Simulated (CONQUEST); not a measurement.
Runs of CONQUEST 1.3 on Lu. It takes space group Im-3m (No. 229, cubic). Conventional cell: a = 3.908 Å, b = 3.908 Å, c = 3.908 Å, α = 90.00°, β = 90.00°, γ = 90.00°. Lu (site symmetry m-3m) has 8 Lu at 3.38 Å as nearest neighbours. This isn't the form of Lu at room conditions, which is hcp.

```tsv
task	level	potentials or basis	spin	cell	k mesh	smearing	optimiser	max steps of the ions	other keys	mesh quality	gap on the mesh (eV)	pressure (GPa)
relaxation of the atoms	PBEsol	PseudoDojo NC PBEsol, SZP, grid cutoff 80 Ha	off	atoms relaxed from: atoms of the box moved at random, drawn with an rms of 0.05 Å	4 × 4 × 4	fermi-dirac 0.05 eV	sqnm	30	-	coarse	none	-3.5
density of states	PBEint	PseudoDojo NC PBEsol, DZP, grid cutoff 100 Ha	off	as given	5 × 5 × 5	fermi-dirac 0.05 eV	-	-	-	not flagged	none	-
single point	LDA	PseudoDojo NC PBEsol, DZ, grid cutoff 120 Ha	off	volume scaled by 1.08	7 × 7 × 7	fermi-dirac 0.027 eV	-	-	General.NeutralAtomProjector = T	not flagged	none	(a)
single point	revPBE	PseudoDojo NC PBE, DZ, grid cutoff 80 Ha	collinear, antiferromagnetic start	volume scaled by 1.08	6 × 6 × 6	fermi-dirac 0.05 eV	-	-	-	not flagged	none	-4.2
single point	OLYP	PseudoDojo NC PBE, SZ, grid cutoff 120 Ha	off	as given	5 × 5 × 5	fermi-dirac 0.05 eV	-	-	-	not flagged	none	-2.5
```

Estimate the missing entries.

(a) -9.0.

Caveats: some runs use coarse meshes; the basis of atomic orbitals isn't converged, which shifts pressures, moduli and gaps; the atomic basis is small (some runs); the potentials were made for another functional, which shifts forces and pressure (some runs); the energies along the path lack the entropy term of the smearing (some runs); spin-orbit coupling is left out, which moves the levels of the heavy elements (some runs).

A k mesh can miss the band edges, and the runs leave out spin-orbit coupling on Lu.

A gap of «none» marks a metal or a gap under the smearing width.
